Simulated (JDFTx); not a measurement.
Crystal: H.

```
H
1.0
    -1.69153    1.69153    2.05847
     1.69153   -1.69153    2.05847
     1.69153    1.69153   -2.05847
H
2
Direct
  0.09014 0.09014 0.00000
  0.90986 0.90986 0.00000
```

| Property | Result |
| --- | --- |
| Program | JDFTx 1.7.0 (patched build) |
| Task | single point |
| Functional | PBE |
| Potentials or basis | PseudoDojo-SR-PBE-0.5-standard |
| Cutoff | 980 eV |
| Density cutoff | 7837 eV |
| k mesh | 11 × 11 × 11 |
| Occupations | fermi-dirac, width 0.05 eV |
| Spin | no spin polarisation |

On this cell: pressure 0.7 GPa; largest force 0.231 eV/Å; band gap on the k mesh 9.06 eV, indirect (least direct gap 9.85 eV).

The same run follows on a disturbed copy (atoms moved at random, drawn with an rms of 0.05 Å):

```
H
1.0
    -1.69153    1.69153    2.05847
     1.69153   -1.69153    2.05847
     1.69153    1.69153   -2.05847
H
2
Direct
  0.08199 0.09122 0.99944
  0.91475 0.93528 0.03530
```

Question: What does the disturbed cell give?

Answer: The energy moves by -0.1 meV/atom; pressure 0.6 GPa; largest force 0.148 eV/Å; band gap on the k mesh 8.82 eV, indirect (least direct gap 9.58 eV).

Forces on the atoms (eV/Å):
```
H   -0.011 -0.006  0.147
H    0.011  0.006 -0.147
```

Stress tensor (GPa, compression positive):
```
 0.33  0.01 -0.06
 0.01  0.33 -0.03
-0.06 -0.03  1.13
```

Caveats: an odd mesh through Γ misses points on the zone boundary, where band edges often lie.
